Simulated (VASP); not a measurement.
Runs of VASP 6.6.1 on BaS. The structure is cubic, space group Fm-3m (No. 225). Conventional cell: a = 6.388 Å, b = 6.388 Å, c = 6.388 Å, α = 90.00°, β = 90.00°, γ = 90.00°. Ba (site symmetry m-3m) has 6 S at 3.19 Å as nearest neighbours. S (site symmetry m-3m) is surrounded by 6 Ba at 3.19 Å. 

```tsv
level	gap on the mesh (eV)	pressure (GPa)	relaxed volume (Å³/atom)
vdW-DF	(b)	0.0	34.83
BEEF-vdW	2.38	0.0	34.13
optB86b-vdW	2.13	0.0	32.74
vdW-DF-cx	2.10	0.0	32.41
rev-vdW-DF2	2.10	0.0	(a)
```

Alike in all rows: task relaxation of cell and atoms; potentials or basis VASP PAW PBE potentials, release 64 (Ba_sv, S); no spin polarisation; cell relaxed; k mesh 7 × 7 × 7; cutoff (eV) 600; smearing fermi-dirac 0.05 eV.

Q: Fill in the values left out.

A: (a) 32.84; (b) 2.39.

Caveats: the PAW data sets were made with another functional, which shifts forces and pressure a little; spin-orbit coupling is left out, which moves the levels of the heavy elements; an odd mesh through Γ misses points on the zone boundary, where band edges often lie.

A k mesh can miss the band edges, and the runs leave out spin-orbit coupling on Ba.

Runs at the PBE level aren't shown here.
